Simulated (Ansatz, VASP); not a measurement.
# Sn24SeO47 (Se_O): VASP beside Ansatz

One calculation is typed for both programs; each brings its own data sets. How far apart do they land? Of the first pair: The structure shown is the start of the Ansatz relaxation below; VASP solves that cell, so the two are compared at the walk's first step.

Method: plane waves, with VASP 6.6.1 beside it; single point at r2SCAN, in Ansatz 0.2.0.

## (1) The structure

The cell holds 72 atoms: 24 Sn, 47 O and 1 Se. Its edges and angles: a = 9.516 Å, b = 9.516 Å, c = 9.602 Å, α = 90.0°, β = 90.0°, γ = 90.0°. It derives from SnO2 (SnO2 (P4_2/mnm)). Nearest the centre at fractional (0.403, 0.597, 0.500): Se72 at 0.05 Å, Sn24 at 2.02 Å, Sn22 at 2.08 Å, Sn9 at 2.09 Å, O52 at 2.64 Å, O66 at 2.88 Å, O70 at 2.88 Å, O32 at 2.90 Å.

## (2) Ansatz: relaxation, r2SCAN

Ansatz runs on its PAW soft_1 files.

The two programs are compared at the cell with which this relaxation starts, whose forces are those of its first step.

File input.yaml:

```yaml
crystal:
  lattice:
    - [9.51550307, 0.0, 0.0]
    - [0.0, 9.51550307, 0.0]
    - [0.0, 0.0, 9.60204439]
  atoms:
    - { symbol: Sn, position: [0.25, 0.25, 0.16666667] }
    - { symbol: Sn, position: [0.0, 0.0, 0.0] }
    - { symbol: O, position: [0.09702862, 0.40297138, 0.16666667] }
    - { symbol: O, position: [0.40297138, 0.09702862, 0.16666667] }
    - { symbol: O, position: [0.15297138, 0.15297138, 0.0] }
    - { symbol: O, position: [0.34702862, 0.34702862, 0.0] }
    - { symbol: Sn, position: [0.25, 0.25, 0.5] }
    - { symbol: Sn, position: [0.0, 0.0, 0.33333333] }
    - { symbol: O, position: [0.09702862, 0.40297138, 0.5] }
    - { symbol: O, position: [0.40297138, 0.09702862, 0.5] }
    - { symbol: O, position: [0.15297138, 0.15297138, 0.33333333] }
    - { symbol: O, position: [0.34702862, 0.34702862, 0.33333333] }
    - { symbol: Sn, position: [0.25, 0.25, 0.83333333] }
    - { symbol: Sn, position: [0.0, 0.0, 0.66666667] }
    - { symbol: O, position: [0.09702862, 0.40297138, 0.83333333] }
    - { symbol: O, position: [0.40297138, 0.09702862, 0.83333333] }
    - { symbol: O, position: [0.15297138, 0.15297138, 0.66666667] }
    - { symbol: O, position: [0.34702862, 0.34702862, 0.66666667] }
    - { symbol: Sn, position: [0.25, 0.75, 0.16666667] }
    - { symbol: Sn, position: [0.0, 0.5, 0.0] }
    - { symbol: O, position: [0.09702862, 0.90297138, 0.16666667] }
    - { symbol: O, position: [0.40297138, 0.59702862, 0.16666667] }
    - { symbol: O, position: [0.15297138, 0.65297138, 0.0] }
    - { symbol: O, position: [0.34702862, 0.84702862, 0.0] }
    - { symbol: Sn, position: [0.25, 0.75, 0.5] }
    - { symbol: Sn, position: [0.0, 0.5, 0.33333333] }
    - { symbol: O, position: [0.09702862, 0.90297138, 0.5] }
    - { symbol: Se, position: [0.40297138, 0.59702862, 0.5] }
    - { symbol: O, position: [0.15297138, 0.65297138, 0.33333333] }
    - { symbol: O, position: [0.34702862, 0.84702862, 0.33333333] }
    - { symbol: Sn, position: [0.25, 0.75, 0.83333333] }
    - { symbol: Sn, position: [0.0, 0.5, 0.66666667] }
    - { symbol: O, position: [0.09702862, 0.90297138, 0.83333333] }
    - { symbol: O, position: [0.40297138, 0.59702862, 0.83333333] }
    - { symbol: O, position: [0.15297138, 0.65297138, 0.66666667] }
    - { symbol: O, position: [0.34702862, 0.84702862, 0.66666667] }
    - { symbol: Sn, position: [0.75, 0.25, 0.16666667] }
    - { symbol: Sn, position: [0.5, 0.0, 0.0] }
    - { symbol: O, position: [0.59702862, 0.40297138, 0.16666667] }
    - { symbol: O, position: [0.90297138, 0.09702862, 0.16666667] }
    - { symbol: O, position: [0.65297138, 0.15297138, 0.0] }
    - { symbol: O, position: [0.84702862, 0.34702862, 0.0] }
    - { symbol: Sn, position: [0.75, 0.25, 0.5] }
    - { symbol: Sn, position: [0.5, 0.0, 0.33333333] }
    - { symbol: O, position: [0.59702862, 0.40297138, 0.5] }
    - { symbol: O, position: [0.90297138, 0.09702862, 0.5] }
    - { symbol: O, position: [0.65297138, 0.15297138, 0.33333333] }
    - { symbol: O, position: [0.84702862, 0.34702862, 0.33333333] }
    - { symbol: Sn, position: [0.75, 0.25, 0.83333333] }
    - { symbol: Sn, position: [0.5, 0.0, 0.66666667] }
    - { symbol: O, position: [0.59702862, 0.40297138, 0.83333333] }
    - { symbol: O, position: [0.90297138, 0.09702862, 0.83333333] }
    - { symbol: O, position: [0.65297138, 0.15297138, 0.66666667] }
    - { symbol: O, position: [0.84702862, 0.34702862, 0.66666667] }
    - { symbol: Sn, position: [0.75, 0.75, 0.16666667] }
    - { symbol: Sn, position: [0.5, 0.5, 0.0] }
    - { symbol: O, position: [0.59702862, 0.90297138, 0.16666667] }
    - { symbol: O, position: [0.90297138, 0.59702862, 0.16666667] }
    - { symbol: O, position: [0.65297138, 0.65297138, 0.0] }
    - { symbol: O, position: [0.84702862, 0.84702862, 0.0] }
    - { symbol: Sn, position: [0.75, 0.75, 0.5] }
    - { symbol: Sn, position: [0.5, 0.5, 0.33333333] }
    - { symbol: O, position: [0.59702862, 0.90297138, 0.5] }
    - { symbol: O, position: [0.90297138, 0.59702862, 0.5] }
    - { symbol: O, position: [0.65297138, 0.65297138, 0.33333333] }
    - { symbol: O, position: [0.84702862, 0.84702862, 0.33333333] }
    - { symbol: Sn, position: [0.75, 0.75, 0.83333333] }
    - { symbol: Sn, position: [0.5, 0.5, 0.66666667] }
    - { symbol: O, position: [0.59702862, 0.90297138, 0.83333333] }
    - { symbol: O, position: [0.90297138, 0.59702862, 0.83333333] }
    - { symbol: O, position: [0.65297138, 0.65297138, 0.66666667] }
    - { symbol: O, position: [0.84702862, 0.84702862, 0.66666667] }
  host:
    repeats: [2, 2, 3]
    atoms:
      - { symbol: Sn, position: [0.5, 0.5, 0.5] }
      - { symbol: Sn, position: [0.0, 0.0, 0.0] }
      - { symbol: O, position: [0.19405723, 0.80594277, 0.5] }
      - { symbol: O, position: [0.80594277, 0.19405723, 0.5] }
      - { symbol: O, position: [0.30594277, 0.30594277, 0.0] }
      - { symbol: O, position: [0.69405723, 0.69405723, 0.0] }
basis:
  ecutwfc: 500
  xc_grid: 2
hamiltonian:
  xc: r2scan
  pseudopotentials: { kind: paw, azcp: { folder: soft_1 } }
kpoints:
  mp_grid: { grid: [1, 1, 1], shift: [0.25, 0.25, 0.25] }
scf:
  occupations: { method: fixed }
  max_iter: 100
output:
  forces: true
  charged_corrections:
    epsilon: [4.6, 4.6, 4.91]
    static_epsilon: [13.48, 13.48, 10.42]
    defect_position: [0.402971, 0.597029, 0.5]
relax:
  f_tol: 0.02
  max_steps: 80
  random_displacement: { amplitude: 0.05, seed: 2844 }
checkpoint:
  write: "../q0.relax.run"
  compress: false
  write_wavefunctions: true
  write_every: 100000
```

The run is started by

```sh
$ ansatz run input.yaml --threads 4 --pin off --max-ram 15073MiB --backend cpu --events-out ev --progress --plain --runs-dir out
```

Numbers of over 12 decimals in the logs are rounded to 6 here.

The program printed:

```text
Engine: ansatz 0.2.0, x86_64-unknown-linux-gnu
Pseudopotentials: kind: paw
Pseudopotential: Sn, paw, valence charge 14, recommended cutoff 500 eV (meta_gga), soft_1/Sn.paw.azcp
Pseudopotential: O, paw, valence charge 6, recommended cutoff 500 eV (meta_gga), soft_1/O.paw.azcp
Pseudopotential: Se, paw, valence charge 16, recommended cutoff 500 eV (meta_gga), soft_1/Se.paw.azcp
Functional definition: r2SCAN
  parameter k0 = 0.174
  parameter k1 = 0.065
  parameter a1 = 4.9479
  exchange = r2scan_x(k0 = k0, k1 = k1, a1 = a1)
  correlation = r2scan_c
Crystal: 72 atoms, lattice volume = 869.415 Å³
Basis set: ecut = 500 eV, 22119 PW (Γ), exchange–correlation on 144×144×144 points (8 copies of the dense FFT grid, shifted against one another)
Bands: 389, of which v1, the nominal top of the filled ones, is band 317 counted from 1 (316 counted from 0)
Symmetry: 1 space group operations
k-points: 1
Non-local potential: Sn, projectors of the file, l = 0: 2, l = 1: 2, l = 2: 2, l = 3: 1
Non-local potential: O, projectors of the file, l = 0: 2, l = 1: 2, l = 2: 1
Non-local potential: Se, projectors of the file, l = 0: 2, l = 1: 2, l = 2: 3, l = 3: 1
PAW form: soft (Blöchl's): semilocal exchange-correlation on the pseudo side does not see the compensation charge
PAW frozen core: Sn, regenerated for the run's functional (the file was generated under x = pbe(κ = 0.804, μ = 0.219515), c = pbe(β = 0.066725))
PAW frozen core: O, regenerated for the run's functional (the file was generated under x = pbe(κ = 0.804, μ = 0.219515), c = pbe(β = 0.066725))
PAW frozen core: Se, regenerated for the run's functional (the file was generated under x = pbe(κ = 0.804, μ = 0.219515), c = pbe(β = 0.066725))
PAW one-centre angular grid: Sn, 590 points (default); XC on 160 Gauss nodes
PAW one-centre angular grid: O, 302 points (default); XC on 160 Gauss nodes
PAW one-centre angular grid: Se, 590 points (default); XC on 160 Gauss nodes
Initial density: superposition of atomic densities (chi_scale 0.1, normalization cell, long waves kept (reshape's long-wave potential 0.36 eV rms))
Initial wavefunctions: pseudopotential atomic-orbital guess
Functional: x = r2scan, c = r2scan; τ floored in thin density (d = 2e-4 eV/Å³)
SCF iter   1: F=—  HF=-177133.410369 eV  |F-HF|=—  |Δ(HF+E_count)|=         —  Δρ=8.29e-2  dr2=5.00e1  dr2_τ=6.13e0  ethr=3.10e-3  ⟨swp⟩=5.0  Hψ=1321  notcnv=0  defer=68
preconditioner: auto → Resta (q_TF=auto, 2.588 Å⁻¹)  ε∞=3.2  [insulator: Δε(μ)=3.082 eV  Ē_g=21.060 eV  n_scr=250 (ndim 8)  ℏωp=31.5 eV  f_vac=0.000  ε∞_Penn≈3.2]
SCF iter   2: F=—  HF=-177128.357816 eV  |F-HF|=—  |Δ(HF+E_count)|=    5.05e0  Δρ=4.09e-2  dr2=8.60e0  dr2_τ=7.48e-1  ethr=3.10e-3  ⟨swp⟩=2.0  Hψ=744  notcnv=0  defer=69
SCF iter   3: F=—  HF=-177129.667894 eV  |F-HF|=—  |Δ(HF+E_count)|=    1.31e0  Δρ=1.30e-2  dr2=1.23e0  dr2_τ=9.67e-2  ethr=1.36e-3  ⟨swp⟩=3.0  Hψ=639  notcnv=0  defer=69
SCF iter   4: F=—  HF=-177129.747542 eV  |F-HF|=—  |Δ(HF+E_count)|=   7.96e-2  Δρ=2.95e-3  dr2=4.02e-2  dr2_τ=5.82e-3  ethr=1.94e-4  ⟨swp⟩=3.0  Hψ=737  notcnv=0  defer=70
SCF iter   5: F=—  HF=-177129.764578 eV  |F-HF|=—  |Δ(HF+E_count)|=   1.70e-2  Δρ=7.82e-4  dr2=3.63e-3  dr2_τ=4.35e-4  ethr=6.35e-6  ⟨swp⟩=2.0  Hψ=640  notcnv=0  defer=70
SCF iter   6: F=—  HF=-177129.766403 eV  |F-HF|=—  |Δ(HF+E_count)|=   1.83e-3  Δρ=4.10e-4  dr2=1.07e-3  dr2_τ=1.36e-4  ethr=5.73e-7  ⟨swp⟩=2.0  Hψ=640  notcnv=0  defer=70
SCF iter   7: F=—  HF=-177129.766332 eV  |F-HF|=—  |Δ(HF+E_count)|=   7.11e-5  Δρ=7.17e-5  dr2=3.64e-5  dr2_τ=3.99e-6  ethr=1.69e-7  ⟨swp⟩=2.0  Hψ=638  notcnv=0  defer=70
SCF iter   8: F=-177129.766346 eV  HF=-177129.766350 eV  |F-HF|=4.05e-6  |Δ(HF+E_count)|=   1.80e-5  Δρ=2.86e-5  dr2=5.95e-6  dr2_τ=6.21e-7  ethr=1.58e-9  ⟨swp⟩=5.0  Hψ=1462  notcnv=0
SCF 1 converged in 8 iterations: F = -177129.766346 eV  dr2 = 5.95e-6
  greatest PAW one-centre occupation: 1.000 electrons in one spin orbital (limit 2), on the Se atom at site 27 (counted from 0), in its partial waves of l = 2
relax step   1: F+E_penalty+E_count = -177129.76634610 eV  Δ(F+E_penalty+E_count) = +0.000e0 eV  max|allowed force component| = 1.202e1 eV/Å  Δτ_max = 0.0000 Å  (8 SCF iters, dr2 threshold 1.00e-5 eV, accepted)
Initial density: handed on by an earlier stage of this run
Initial wavefunctions: those handed on with the density
iter 1 solved again at ethr=1.52e-4 eV; its pass at ethr=3.10e-3 eV (dr2=9.65e-1 eV) is discarded
SCF iter   1: F=—  HF=-177134.667559 eV  |F-HF|=—  |Δ(HF+E_count)|=         —  Δρ=1.33e-2  dr2=9.67e-1  dr2_τ=1.65e0  ethr=1.52e-4  ⟨swp⟩=1.0  Hψ=1680  notcnv=0  defer=68
preconditioner: auto → Resta (q_TF=auto, 2.588 Å⁻¹)  ε∞=3.3  [insulator: Δε(μ)=2.024 eV  Ē_g=20.769 eV  n_scr=250 (ndim 8)  ℏωp=31.5 eV  f_vac=0.027  ε∞_Penn≈3.3]
[...]
--- Relaxed structure (9 steps of the walk, 9 accepted, 0 SCFs on fresh bases) ---
  F+E_penalty+E_count = -177137.17244340 eV   max|allowed force component| = 8.574e-3 eV/Å
  atoms:
    - { symbol: Sn, position: [0.251754, 0.247631, 0.165882] }
    - { symbol: Sn, position: [0.00300468, -0.00135934, 9.14873599708903e-5] }
    - { symbol: O, position: [0.103731, 0.407481, 0.168917] }
    - { symbol: O, position: [0.403430, 0.093320, 0.163017] }
    - { symbol: O, position: [0.150687, 0.156067, 0.000113651] }
    - { symbol: O, position: [0.348974, 0.346245, 9.761706765763452e-5] }
    - { symbol: Sn, position: [0.252446, 0.249385, 0.500138] }
    - { symbol: Sn, position: [-0.00525652, 0.0068972, 0.329547] }
    - { symbol: O, position: [0.091836, 0.398367, 0.500074] }
    - { symbol: O, position: [0.399923, 0.090902, 0.500054] }
    - { symbol: O, position: [0.150044, 0.155653, 0.333109] }
    - { symbol: O, position: [0.362844, 0.326513, 0.327951] }
    - { symbol: Sn, position: [0.251805, 0.247583, 0.834322] }
    - { symbol: Sn, position: [-0.00524787, 0.00686597, 0.670650] }
    - { symbol: O, position: [0.103932, 0.407596, 0.831186] }
    - { symbol: O, position: [0.403218, 0.092990, 0.837230] }
    - { symbol: O, position: [0.149993, 0.155692, 0.667145] }
    - { symbol: O, position: [0.363262, 0.325933, 0.672280] }
    - { symbol: Sn, position: [0.249241, 0.750326, 0.167109] }
    - { symbol: Sn, position: [0.00340502, 0.498829, 6.262427062531715e-5] }
    - { symbol: O, position: [0.098742, 0.908075, 0.166935] }
    - { symbol: O, position: [0.402404, 0.595127, 0.167594] }
    - { symbol: O, position: [0.151735, 0.655318, 9.625216723647883e-5] }
    - { symbol: O, position: [0.348704, 0.843486, 9.114031114140773e-5] }
    - { symbol: Sn, position: [0.235210, 0.784274, 0.500071] }
    - { symbol: Sn, position: [0.000118817, 0.503063, 0.332734] }
    - { symbol: O, position: [0.086687, 0.920773, 0.500088] }
    - { symbol: Se, position: [0.350765, 0.562581, 0.500072] }
    - { symbol: O, position: [0.136091, 0.671158, 0.330561] }
    - { symbol: O, position: [0.343593, 0.855987, 0.329837] }
    - { symbol: Sn, position: [0.249266, 0.750322, 0.833037] }
    - { symbol: Sn, position: [0.000116224, 0.503105, 0.667415] }
    - { symbol: O, position: [0.098780, 0.908111, 0.833254] }
    - { symbol: O, position: [0.402382, 0.595072, 0.832480] }
    - { symbol: O, position: [0.135868, 0.671447, 0.669653] }
    - { symbol: O, position: [0.343751, 0.855785, 0.670263] }
    - { symbol: Sn, position: [0.752874, 0.248782, 0.164398] }
    - { symbol: Sn, position: [0.502169, -0.00356188, 0.000105408] }
    - { symbol: O, position: [0.604485, 0.403225, 0.156436] }
[...]
- { symbol: Sn, position: [0.754980, 0.251103, 0.500081] }
    - { symbol: Sn, position: [0.501818, 0.00289067, 0.332045] }
[...]
- { symbol: Sn, position: [0.752910, 0.248782, 0.835773] }
    - { symbol: Sn, position: [0.501784, 0.0029271, 0.668137] }
[...]
- { symbol: Sn, position: [0.752401, 0.750261, 0.165915] }
    - { symbol: Sn, position: [0.495137, 0.505417, 7.240143062287528e-5] }
[...]
- { symbol: Sn, position: [0.751332, 0.751873, 0.500091] }
    - { symbol: Sn, position: [0.516924, 0.488973, 0.323085] }
    - { symbol: O, position: [0.596694, 0.902615, 0.500097] }
    - { symbol: O, position: [0.900968, 0.596250, 0.500058] }
    - { symbol: O, position: [0.657383, 0.652397, 0.332387] }
    - { symbol: O, position: [0.847709, 0.849230, 0.333021] }
    - { symbol: Sn, position: [0.752341, 0.750216, 0.834215] }
    - { symbol: Sn, position: [0.516898, 0.488737, 0.677050] }
    - { symbol: O, position: [0.599453, 0.902460, 0.832283] }
    - { symbol: O, position: [0.900649, 0.593985, 0.836027] }
    - { symbol: O, position: [0.657324, 0.652323, 0.667768] }
    - { symbol: O, position: [0.847704, 0.849203, 0.667130] }
```

(Continued in part 2 of 3.)

[Lines on the potential files, build, host, timing and source positions are cut from VASP's logs without a mark.]

[Logs are printed without paths, hosts, clocks, repeated set-up lines and the standing remarks that a program may print on its own settings, such as how far it seeks lower states.]

[Hosts, paths, dates, database ids (printed as entryN), source tags and the programs' standing remarks are cut or masked in the printed files.]
